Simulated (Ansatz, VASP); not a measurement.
**Two plane-wave programs on TaN**

Contents of POSCAR:

```
TaN
1.0
    5.1960008669      0.0000000000      0.0000000000
   -2.5980004334      4.4998687488      0.0000000000
    0.0000000000      0.0000000000      2.9110000000
Ta N
3 3
Direct
    0.3333333333      0.6666666667      0.5000000000
    0.6666666667      0.3333333333      0.5000000000
    0.0000000000      0.0000000000      0.0000000000
    0.3928500000      0.0000000000      0.0000000000
    0.6071500000      0.6071500000      0.0000000000
    0.0000000000      0.3928500000      0.0000000000
```

File INCAR.step1:

```
PREC = Accurate ; ENCUT = 520
ISMEAR = 0 ; SIGMA = 0.1
LREAL = False ; LASPH = True
NELM = 60 ; NBANDS = 33
GGA = PE ; ALGO = Normal
EDIFF = 1E-4 ; LWAVE = True
LCHARG = False
```

INCAR.step2

```
PREC = Accurate ; ENCUT = 520
EDIFF = 1E-6 ; ISMEAR = 0
SIGMA = 0.1 ; LREAL = False
LASPH = True ; NELM = 60
ALGO = Normal ; ISIF = 2
LWAVE = False ; LCHARG = False
METAGGA = R2SCAN ; LMIXTAU = True
NBANDS = 33 ; ISTART = 1
```

KPOINTS

```
regular mesh
0
Gamma
  6 6 6
```

Input for Ansatz:

```yaml
crystal:
  lattice:
    - [5.1960008669, 0.0, 0.0]
    - [-2.5980004334, 4.4998687488, 0.0]
    - [0.0, 0.0, 2.911]
  atoms:
    - { symbol: Ta, position: [0.3333333333, 0.6666666667, 0.5] }
    - { symbol: Ta, position: [0.6666666667, 0.3333333333, 0.5] }
    - { symbol: Ta, position: [0.0, 0.0, 0.0] }
    - { symbol: "N", position: [0.39285, 0.0, 0.0] }
    - { symbol: "N", position: [0.60715, 0.60715, 0.0] }
    - { symbol: "N", position: [0.0, 0.39285, 0.0] }
basis:
  ecutwfc: 500
kpoints:
  mp_grid: { grid: [6, 6, 6] }
hamiltonian:
  xc: r2scan
scf:
  occupations: { method: gaussian, width: 0.1 }
output:
  forces: true
  stress: true
  eigenvalues: true
```

Alike in both runs: task single point; functional r2SCAN; k mesh 6 × 6 × 6; occupations gaussian, width 0.1 eV; no spin polarisation.

|  | VASP | Ansatz |
| --- | --- | --- |
| version | VASP 6.6.1 | Ansatz 0.2.0 |
| potentials or method | VASP PAW PBE potentials, release 64 (Ta_pv, N) | scalar-relativistic, plane waves, PAW |
| plane-wave cutoff (eV) | 520 | 500 |
| valence electrons in the cell | 48 | 54 |

VASP gave:

```
gap on the k mesh at the Fermi level (eV)       : none
pressure (GPa)                                  : 1.9
largest component of the traceless stress (GPa) : 1.16
rms of the force components (eV/Å)              : 0.010
```

Question: Which values does Ansatz return?

Answer: gap on the k mesh at the Fermi level (eV): none; pressure (GPa): 0.3; largest component of the traceless stress (GPa): 1.05; rms of the force components (eV/Å): 0.013.

Atom by atom the forces differ by 0.003 eV/Å (rms over components). A gap of «none» marks a metal or a gap that the smearing closes. With one functional, cell and mesh, what is left measures potentials, basis and numerics. The two sets of potentials don't hold the same shells in valence.

Caveats: the PAW data sets were made with another functional, which shifts forces and pressure a little (VASP). Spin-orbit coupling is left out, which matters for the levels of Ta.
